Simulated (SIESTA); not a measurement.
Runs of SIESTA 5.4.2 on Sb. It takes space group Pm-3m (No. 221, cubic). The conventional cell has a = 3.160 Å, b = 3.160 Å, c = 3.160 Å, α = 90.00°, β = 90.00°, γ = 90.00°. Sb (site symmetry m-3m) has 6 Sb at 3.16 Å as nearest neighbours. This isn't the form of Sb at room conditions, which is rhombohedral.

```tsv
task	level	potentials or basis	spin	cell	k mesh	force tolerance	polarization grid	broadening (eV)	window to (eV)	optical mesh offset	energy shift	gap on the mesh (eV)	pressure (GPa)	moment (μB)
single point	LDA	PseudoDojo 0.4 standard (LDA files), DZ (energy shift 0.005 Ry)	non-collinear, ferromagnetic start	as given	6 × 6 × 6	-	-	-	-	-	0.005 Ry	none	(a)	0.00
band structure	revPBE	Ansatz (PBE files), DZP (energy shift 0.005 Ry)	off	as given	8 × 8 × 8	-	-	-	-	-	0.005 Ry	none	-0.7	-
electrostatic potential	PBEsol	SPMS 1.0 NC or PseudoDojo by element (PBE files), TZTP (energy shift 0.02 Ry)	off	cell strained at random at fixed volume	8 × 8 × 8	-	-	-	-	-	0.02 Ry	none	-5.4	-
relaxation of cell and atoms	PBEGcGxHEG	PseudoDojo 0.4 stringent (PBE files, fully relativistic), TZP (energy shift 0.02 Ry)	non-collinear, ferromagnetic start, SOC	relaxed from: cell strained at random at fixed volume	6 × 6 × 6	0.01 eV/Å	-	-	-	-	0.02 Ry	none	0.0	0.00
single point	vdW-DF	PseudoDojo 0.4 standard (PBE files), DZDP (energy shift 0.002 Ry)	off	as given	8 × 8 × 8	-	-	-	-	-	0.002 Ry	none	2.0	-
Berry-phase polarisation	xPBE	SG15 1.2 NC or PseudoDojo by element (PBE files), DZP (energy shift 0.01 Ry)	collinear, ferromagnetic start	as given	8 × 8 × 8	-	18 × 5 × 5	-	-	-	0.01 Ry	none	0.0	0.00
optical spectrum	PBEGcGxHEG	Ansatz (PBE files), DZP (energy shift 0.002 Ry)	off	as given	8 × 8 × 8	-	-	0.2 eV	30 eV	true	0.002 Ry	none	-4.9	-
density of states	SVWN5	PseudoDojo 0.4 standard (LDA files), DZP (energy shift 0.01 Ry)	collinear, ferromagnetic start	cell strained at random at fixed volume	8 × 8 × 8	-	-	0.05 eV	10 eV	-	0.01 Ry	none	-5.3	0.00
```

Alike in all rows: smearing fermi-dirac 0.05 eV; grid cutoff 500 Ry.

Question: Fill in the values left out.

Answer: (a) -3.7.

Caveats: semicore shells carry a single zeta, which can move pressures by several GPa and volumes by a few percent; the basis of atomic orbitals isn't converged, which shifts pressures, moduli and gaps; the potentials were made for another functional, which shifts forces and pressure (some runs); the basis has no polarisation orbitals (some runs); spin-orbit coupling is left out, which moves the levels of the heavy elements (some runs); the valence orbitals were made in a potential fitted to the semicore shell under them, which widens gaps by tenths of an eV or more (some runs).

A k mesh can miss the band edges, and rows without SOC leave out spin-orbit coupling on Sb.

A gap of «none» marks a metal or a gap under the smearing width.

The runs don't all hold the same shells in valence.

Runs at the PBE level aren't shown here.
